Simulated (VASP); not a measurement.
# I (C2/m) in VASP: further runs

The runs below take I through single point, with r2SCAN.

Everything below comes from runs of VASP 6.6.1. Logs are shortened: lines on timing, memory, paths and dates and some standing lists are left out, and cuts for length are marked.

## (1) The structure

It takes space group C2/m (No. 12, monoclinic). Conventional cell: a = 5.077 Å, b = 7.413 Å, c = 2.880 Å, α = 90.00°, β = 124.24°, γ = 90.00°. Around I (site symmetry 2/m) lie 2 I at 2.88 Å.

## (2) Single point, r2SCAN

INCAR reads:

```
PREC     = Accurate       # precision mode
ENCUT    = 520            # plane-wave cutoff, eV
EDIFF    = 1E-6           # SCF threshold, eV
ISMEAR   = 0              # smearing method
SIGMA    = 0.05           # smearing width, eV
LREAL    = F              # projectors in reciprocal space
LASPH    = T              # aspherical terms in the spheres
NELM     = 100            # most SCF steps
ALGO     = Normal         # electronic algorithm
ISIF     = 2              # what is computed and relaxed
LWAVE    = F              # write WAVECAR
LCHARG   = F              # write CHGCAR
METAGGA  = R2SCAN         # meta-GGA
LMIXTAU  = T            
NBANDS   = 10             # bands
ADDGRID  = F
```

KPOINTS reads:

```
Automatic mesh
0
Gamma
  5 5 7
```

POSCAR reads:

```
I
1.0
    2.5383465792     -3.7066249365      0.0000000000
    2.5383465792      3.7066249365      0.0000000000
   -1.6208748370      0.0000000000      2.3810977968
I
1
Direct
    0.5000000000      0.5000000000      0.5000000000
```

Potentials or basis: VASP PAW PBE potentials, release 64 (I).

Command:

```sh
> cat potpaw_PBE.64/I/POTCAR > POTCAR
> mpirun -np 1 vasp_std > vasp.out
```

OUTCAR:

```text
PREC = Accurate
   ENCUT = 520
   EDIFF = 1E-6
   ISMEAR = 0
   LREAL = F
   LASPH = T
   NELM = 100
   ISIF = 2
   METAGGA = R2SCAN

 Found     54 irreducible k-points:

 Following reciprocal coordinates:
            Coordinates               Weight
  0.000000  0.000000  0.000000      1.000000
  0.200000 -0.000000  0.000000      4.000000
  0.400000 -0.000000  0.000000      4.000000
  0.200000  0.200000  0.000000      2.000000
  0.400000  0.200000 -0.000000      4.000000
 -0.400000  0.200000 -0.000000      4.000000
   k-points           NKPTS =     54   k-points in BZ     NKDIM =     54   number of bands    NBANDS=     10
   number of dos      NEDOS =    301   number of ions     NIONS =      1
   total plane-waves  NPLWV =  31104
   dimension x,y,z NGX =    36 NGY =   36 NGZ =   24
   dimension x,y,z NGXF=    72 NGYF=   72 NGZF=   48
   ions per type =               1
   NGX,Y,Z   is equivalent  to a cutoff of  13.32, 13.32, 13.85 a.u.
   NGXF,Y,Z  is equivalent  to a cutoff of  26.64, 26.64, 27.70 a.u.
 SYSTEM =  unknown system
   PREC   = accura    normal or accurate (medium, high low for compatibility)
   ISTART =      0    job   : 0-new  1-cont  2-samecut
   ICHARG =      2    charge: 1-file 2-atom 10-const
   ISPIN  =      1    spin polarized calculation?
   LNONCOLLINEAR =      F non collinear calculations
   LSORBIT =      F    spin-orbit coupling
   LASPH  =      T    aspherical Exc in radial PAW
   ENCUT  =  520.0 eV  38.22 Ry    6.18 a.u.   8.35  8.35  5.36*2*pi/ulx,y,z
   NELM   =    100;   NELMIN=  2; NELMDL= -5     # of ELM steps
   EDIFF  = 0.1E-05   stopping-criterion for ELM
[... 18 lines left out ...]
     AMIX     =   0.40;   BMIX     =  1.00
     AMIX_MAG =   1.60;   BMIX_MAG =  1.00
  volume/ion in A,a.u.               =      44.81       302.37
  Fermi-wavevector in a.u.,A,eV,Ry     =   0.881716  1.666201 10.577477  0.777423
  Thomas-Fermi vector in A             =   2.002249
   LORBIT       =      0    0 simple, 1 ext, 2 COOP (PROOUT), +10 PAW based schemes
   METAGGA = R2SCAN    functional components
[... 5 lines left out ...]
 non-spin polarized calculation
 Gauss-broadening in eV      SIGMA  =   0.05
  energy-cutoff  :      520.00
  volume of cell :       44.81
 maximum number of plane-waves:      1223
 NGX is ok and might be reduce to    36
   NGX = 17   NGY = 17   NGZ = 11

 number of electron       7.0000000 magnetization

 Free energy of the ion-electron system (eV)
  ---------------------------------------------------
  ext. energy  EPLUGINS =         0.00000000
  ---------------------------------------------------
  free energy    TOTEN  =       -24.52657681 eV

  energy without entropy =      -24.52573668  energy(sigma->0) =      -24.52615674

 E-fermi :   1.7545     XC(G=0):  -8.1505

 val. band max:        1.6860756711   @ k =  -0.2000   0.0000   0.4286
 cond. band min:       1.7609205600   @ k =  -0.2000  -0.4000   0.4286
 fundamental gap:      0.0748448888
 Fermi energy:         1.7545254361

 k-point     1 :       0.0000    0.0000    0.0000
  band No.  band energies     occupation
      1     -12.1778      2.00000
      2       0.2397      2.00000
      3       0.2510      2.00000
      4       6.1834      0.00000
      5       6.7303      0.00000
      6      10.2501      0.00000
      7      10.5704      0.00000
      8      13.2140      0.00000
      9      13.3698      0.00000
     10      18.6862      0.00000

 k-point     2 :       0.2000   -0.0000    0.0000
  band No.  band energies     occupation
      1     -12.0792      2.00000
      2      -0.6177      2.00000
      3       0.0581      2.00000
      4       6.1892      0.00000
      5       7.8277      0.00000
      6       9.6316      0.00000
      7      11.3408      0.00000
      8      13.3718      0.00000
      9      15.8455      0.00000
     10      18.9731      0.00000

 k-point     3 :       0.4000   -0.0000    0.0000
  band No.  band energies     occupation
      1     -11.9092      2.00000
      2      -1.6863      2.00000
      3      -0.2107      2.00000
      4       6.1991      0.00000
      5       7.5452      0.00000
      6      11.9800      0.00000
      7      13.3633      0.00000
      8      13.9981      0.00000
      9      18.0109      0.00000
     10      18.6201      0.00000

 k-point     4 :       0.2000    0.2000    0.0000
  band No.  band energies     occupation
      1     -11.9400      2.00000
      2      -1.3903      2.00000
      3      -0.3618      2.00000
      4       6.2219      0.00000
      5       8.9947      0.00000
      6       9.3085      0.00000
      7      13.2163      0.00000
      8      14.1859      0.00000
      9      18.1149      0.00000
     10      19.0685      0.00000

 k-point     5 :       0.4000    0.2000   -0.0000
  band No.  band energies     occupation
      1     -11.8598      2.00000
      2      -1.6458      2.00000
      3      -0.7683      2.00000
      4       6.1623      0.00000
      5       8.7431      0.00000
      6      11.5860      0.00000
      7      12.6161      0.00000
      8      14.9533      0.00000
      9      17.2552      0.00000
     10      18.9598      0.00000

 k-point     6 :      -0.4000    0.2000   -0.0000
  band No.  band energies     occupation
      1     -11.9559      2.00000
      2      -1.2620      2.00000
      3      -0.4305      2.00000
      4       6.0943      0.00000
      5       9.1081      0.00000
      6       9.3430      0.00000
      7      12.8551      0.00000
      8      14.0409      0.00000
      9      17.8699      0.00000
     10      18.7860      0.00000

 [... further k-points ...]
[... 5 lines left out ...]
  --------------------------------------------------------------------------------------
  -------------------------------------------------------------------------------------
  Total        0.0077847      0.0444493      0.2342594      0.0000000      0.0000000     -0.2668031
  in kB        0.2783673      1.5894197      8.3766590      0.0000000      0.0000000     -9.5403590
  external PRESSURE =       3.4148153 kB  Pullay stress =       0.0000000 kB

 VOLUME and BASIS-vectors are now :
 -----------------------------------------------------------------------------
  energy-cutoff  :      520.00
  volume of cell :       44.81
      direct lattice vectors                 reciprocal lattice vectors
     2.538346579 -3.706624936  0.000000000     0.196978618 -0.134893605  0.134088438
     2.538346579  3.706624936  0.000000000     0.196978618  0.134893605  0.134088438
    -1.620874837  0.000000000  2.381097797     0.000000000  0.000000000  0.419974350

 POSITION                                       TOTAL-FORCE (eV/Angst)
 -----------------------------------------------------------------------------------
      1.72791      0.00000      1.19055        -0.000000      0.000000      0.000000
 -----------------------------------------------------------------------------------
    total drift:                                0.000000      0.000000      0.000000

  FREE ENERGIE OF THE ION-ELECTRON SYSTEM (eV)
  ---------------------------------------------------
  free  energy   TOTEN  =       -24.5265768050 eV

  energy  without entropy=      -24.5257366768  energy(sigma->0) =      -24.52615674
```

Run time: 60 s. Hardware: 1 thread of Intel Xeon Platinum 8375C at 2.90GHz (Ice Lake), shared host; peak memory 0.18 GiB.

These settings aren't checked as converged: the numbers below hold their error.

Results:

```yaml
Free_energy: -24.5266 eV
Pressure: 0.3 GPa
Band_gap_on_the_k_mesh: none (metal or under the smearing width)
```

Caveat: the k mesh is coarse (spacing up to 0.38 Å⁻¹), so the values aren't converged; the PAW data sets were made with another functional, which shifts forces and pressure a little; an odd number of electrons without spin polarisation forces a metal; a magnetic or distorted state may lie lower.

## (3) Single point, r2SCAN

INCAR: that of step 2 with these lines changed.

```diff
@@ -1,3 +1,3 @@
 PREC     = Accurate       # precision mode
-ENCUT    = 520            # plane-wave cutoff, eV
+ENCUT    = 220            # plane-wave cutoff, eV
 EDIFF    = 1E-6           # SCF threshold, eV
```

KPOINTS reads:

```
Automatic mesh
0
Gamma
  8 8 11
```

POSCAR is that of step 2.

Potentials or basis: VASP PAW PBE potentials, release 64 (I).

Command:

```sh
> cat potpaw_PBE.64/I/POTCAR > POTCAR
> mpirun -np 1 vasp_std > vasp.out
```

Run time: 57 s. Hardware: 1 thread of Intel Xeon Platinum 8375C at 2.90GHz (Ice Lake), shared host; peak memory 0.14 GiB.

The run converged, but some of its settings lie outside the range that counts as converged, so its numbers aren't taken as properties of the crystal.

Results:

```
Free energy            : -24.4321 eV
Pressure               : 0.4 GPa
Band gap on the k mesh : none (metal or under the smearing width)
```

Caveat: the PAW data sets were made with another functional, which shifts forces and pressure a little; an odd number of electrons without spin polarisation forces a metal; a magnetic or distorted state may lie lower.

## (4) Single point, r2SCAN

INCAR: that of step 3 with these lines changed.

```diff
@@ -1,3 +1,3 @@
 PREC     = Accurate       # precision mode
-ENCUT    = 220            # plane-wave cutoff, eV
+ENCUT    = 520            # plane-wave cutoff, eV
 EDIFF    = 1E-6           # SCF threshold, eV
```

KPOINTS reads:

```
Automatic mesh
0
Gamma
  5 5 8
```

POSCAR is that of step 3.

Command:

```sh
> cat potpaw_PBE.64/I/POTCAR > POTCAR
> mpirun -np 1 vasp_std > vasp.out
```

Wall time 71 s (1 thread of Intel Xeon Platinum 8375C at 2.90GHz (Ice Lake), shared host); peak memory 0.19 GiB.

These settings aren't checked as converged: the numbers below hold their error.

What came out:

- Free energy: -24.4925 eV
- Pressure: 1.0 GPa
- Band gap on the k mesh: none (metal or under the smearing width)

Caveat: the PAW data sets were made with another functional, which shifts forces and pressure a little; an odd number of electrons without spin polarisation forces a metal; a magnetic or distorted state may lie lower.

## (5) Single point, r2SCAN

INCAR: that of step 4 with these lines changed.

```diff
@@ -1,3 +1,3 @@
 PREC     = Accurate       # precision mode
-ENCUT    = 520            # plane-wave cutoff, eV
+ENCUT    = 650            # plane-wave cutoff, eV
 EDIFF    = 1E-6           # SCF threshold, eV
```

KPOINTS reads:

```
Automatic mesh
0
Gamma
  5 5 7
```

POSCAR is that of step 4.

Potentials or basis: VASP PAW PBE potentials, release 64 (I).

Command:

```sh
> cat potpaw_PBE.64/I/POTCAR > POTCAR
> mpirun -np 1 vasp_std > vasp.out
```

OUTCAR:

```text
PREC = Accurate
   ENCUT = 650
   EDIFF = 1E-6
   ISMEAR = 0
   LREAL = F
   LASPH = T
   NELM = 100
   ISIF = 2
   METAGGA = R2SCAN

 Found     54 irreducible k-points:

 Following reciprocal coordinates:
            Coordinates               Weight
  0.000000  0.000000  0.000000      1.000000
  0.200000 -0.000000  0.000000      4.000000
  0.400000 -0.000000  0.000000      4.000000
  0.200000  0.200000  0.000000      2.000000
  0.400000  0.200000 -0.000000      4.000000
 -0.400000  0.200000 -0.000000      4.000000
   k-points           NKPTS =     54   k-points in BZ     NKDIM =     54   number of bands    NBANDS=     10
   number of dos      NEDOS =    301   number of ions     NIONS =      1
   total plane-waves  NPLWV =  38400
   dimension x,y,z NGX =    40 NGY =   40 NGZ =   24
   dimension x,y,z NGXF=    80 NGYF=   80 NGZF=   48
   ions per type =               1
   NGX,Y,Z   is equivalent  to a cutoff of  14.80, 14.80, 13.85 a.u.
   NGXF,Y,Z  is equivalent  to a cutoff of  29.60, 29.60, 27.70 a.u.
 SYSTEM =  unknown system
   PREC   = accura    normal or accurate (medium, high low for compatibility)
   ISTART =      0    job   : 0-new  1-cont  2-samecut
   ICHARG =      2    charge: 1-file 2-atom 10-const
   ISPIN  =      1    spin polarized calculation?
   LNONCOLLINEAR =      F non collinear calculations
[... 57 lines left out ...]
 cond. band min:       1.7606595307   @ k =  -0.2000  -0.4000   0.4286
 fundamental gap:      0.0748311235
 Fermi energy:         1.7542667074

 k-point     1 :       0.0000    0.0000    0.0000
  band No.  band energies     occupation
      1     -12.1777      2.00000
      2       0.2395      2.00000
      3       0.2507      2.00000
      4       6.1830      0.00000
      5       6.7303      0.00000
      6      10.2503      0.00000
      7      10.5705      0.00000
      8      13.2134      0.00000
      9      13.3700      0.00000
     10      18.6734      0.00000
[... 53 lines left out ...]
 k-point     6 :      -0.4000    0.2000   -0.0000
  band No.  band energies     occupation
      1     -11.9558      2.00000
      2      -1.2622      2.00000
      3      -0.4306      2.00000
      4       6.0939      0.00000
      5       9.1080      0.00000
      6       9.3429      0.00000
      7      12.8552      0.00000
      8      14.0409      0.00000
      9      17.8698      0.00000
     10      18.7855      0.00000

 [... further k-points ...]
[... 5 lines left out ...]
  --------------------------------------------------------------------------------------
  -------------------------------------------------------------------------------------
  Total        0.0092996      0.0449386      0.2363300      0.0000000      0.0000000     -0.2673894
  in kB        0.3325371      1.6069164      8.4506999      0.0000000      0.0000000     -9.5613233
  external PRESSURE =       3.4633845 kB  Pullay stress =       0.0000000 kB

 VOLUME and BASIS-vectors are now :
 -----------------------------------------------------------------------------
  energy-cutoff  :      650.00
  volume of cell :       44.81
      direct lattice vectors                 reciprocal lattice vectors
     2.538346579 -3.706624936  0.000000000     0.196978618 -0.134893605  0.134088438
     2.538346579  3.706624936  0.000000000     0.196978618  0.134893605  0.134088438
    -1.620874837  0.000000000  2.381097797     0.000000000  0.000000000  0.419974350

 POSITION                                       TOTAL-FORCE (eV/Angst)
 -----------------------------------------------------------------------------------
      1.72791      0.00000      1.19055         0.000000     -0.000000      0.000000
 -----------------------------------------------------------------------------------
    total drift:                                0.000000     -0.000000     -0.000000

  FREE ENERGIE OF THE ION-ELECTRON SYSTEM (eV)
  ---------------------------------------------------
  free  energy   TOTEN  =       -24.5279174887 eV

  energy  without entropy=      -24.5270772716  energy(sigma->0) =      -24.52749738
```

OSZICAR:

```text
N       E                     dE             d eps       ncg     rms          rms(c)
DAV:   1     0.891420143023E+01    0.89142E+01   -0.28570E+03  1080   0.606E+02
DAV:   2    -0.241551988978E+02   -0.33069E+02   -0.31817E+02  1376   0.908E+01
DAV:   3    -0.258505188161E+02   -0.16953E+01   -0.16930E+01  1302   0.253E+01
DAV:   4    -0.258699656560E+02   -0.19447E-01   -0.19445E-01  1376   0.316E+00
DAV:   5    -0.258702823848E+02   -0.31673E-03   -0.31673E-03  1322   0.377E-01    0.383E+00
DAV:   6    -0.245031278333E+02    0.13672E+01   -0.28837E-01  1120   0.310E+00    0.289E+00
DAV:   7    -0.245386517568E+02   -0.35524E-01   -0.22339E-01  1150   0.312E+00    0.598E-01
DAV:   8    -0.245116498902E+02    0.27002E-01   -0.14658E-01  1128   0.278E+00    0.375E-01
DAV:   9    -0.245255738394E+02   -0.13924E-01   -0.95631E-03  1192   0.830E-01    0.138E-01
DAV:  10    -0.245267619040E+02   -0.11881E-02   -0.81647E-04  1218   0.271E-01    0.931E-02
DAV:  11    -0.245276177487E+02   -0.85584E-03   -0.85820E-04  1146   0.268E-01    0.628E-02
DAV:  12    -0.245278946058E+02   -0.27686E-03   -0.25494E-04  1170   0.134E-01    0.194E-02
DAV:  13    -0.245279202818E+02   -0.25676E-04   -0.56722E-05  1192   0.721E-02    0.264E-03
DAV:  14    -0.245279173732E+02    0.29085E-05   -0.78914E-06  1232   0.252E-02    0.805E-03
DAV:  15    -0.245279174887E+02   -0.11546E-06   -0.51150E-06  1152   0.268E-02
   1 F= -.24527917E+02 E0= -.24527497E+02  d E =-.840217E-03
```

stdout:

```text
POSCAR found type information on POSCAR I
 POSCAR found :  1 types and       1 ions
 scaLAPACK will be used
 -----------------------------------------------------------------------------
|                                                                             |
|                                                                             |
|     You enforced a specific xc type in the INCAR file but a different       |
|     I HOPE YOU KNOW WHAT YOU ARE DOING!                                     |
|                                                                             |
 -----------------------------------------------------------------------------

 LDA part: xc-table for (None), standard interpolation
 POSCAR, INCAR and KPOINTS ok, starting setup
 FFT: planning ... GRIDC
 FFT: planning ... GRID_SOFT
 FFT: planning ... GRID
 WAVECAR not read
 entering main loop
```

It took 85 s on 1 thread of Intel Xeon Platinum 8375C at 2.90GHz (Ice Lake), shared host; peak memory 0.2 GiB.

These settings aren't checked as converged: the numbers below hold their error.

Results:

| Item | Value |
| --- | --- |
| Free energy | -24.5279 eV |
| Pressure | 0.3 GPa |
| Band gap on the k mesh | none (metal or under the smearing width) |

Caveat: the k mesh is coarse (spacing up to 0.38 Å⁻¹), so the values aren't converged; the PAW data sets were made with another functional, which shifts forces and pressure a little; an odd number of electrons without spin polarisation forces a metal; a magnetic or distorted state may lie lower.

## (6) Single point, r2SCAN

INCAR: that of step 5 with these lines changed.

```diff
@@ -1,3 +1,3 @@
 PREC     = Accurate       # precision mode
-ENCUT    = 650            # plane-wave cutoff, eV
+ENCUT    = 280            # plane-wave cutoff, eV
 EDIFF    = 1E-6           # SCF threshold, eV
```

KPOINTS reads:

```
Automatic mesh
0
Gamma
  8 8 11
```

POSCAR is that of step 5.

Potentials or basis: VASP PAW PBE potentials, release 64 (I).

Command:

```sh
> cat potpaw_PBE.64/I/POTCAR > POTCAR
> mpirun -np 1 vasp_std > vasp.out
```

It took 1.9 min on 1 thread of Intel Xeon Platinum 8375C at 2.90GHz (Ice Lake), shared host; peak memory 0.16 GiB.

The run converged, but some of its settings lie outside the range that counts as converged, so its numbers aren't taken as properties of the crystal.

Results:

- Free energy: -24.4333 eV
- Pressure: 0.4 GPa
- Band gap on the k mesh: none (metal or under the smearing width)

Caveat: the PAW data sets were made with another functional, which shifts forces and pressure a little; an odd number of electrons without spin polarisation forces a metal; a magnetic or distorted state may lie lower.
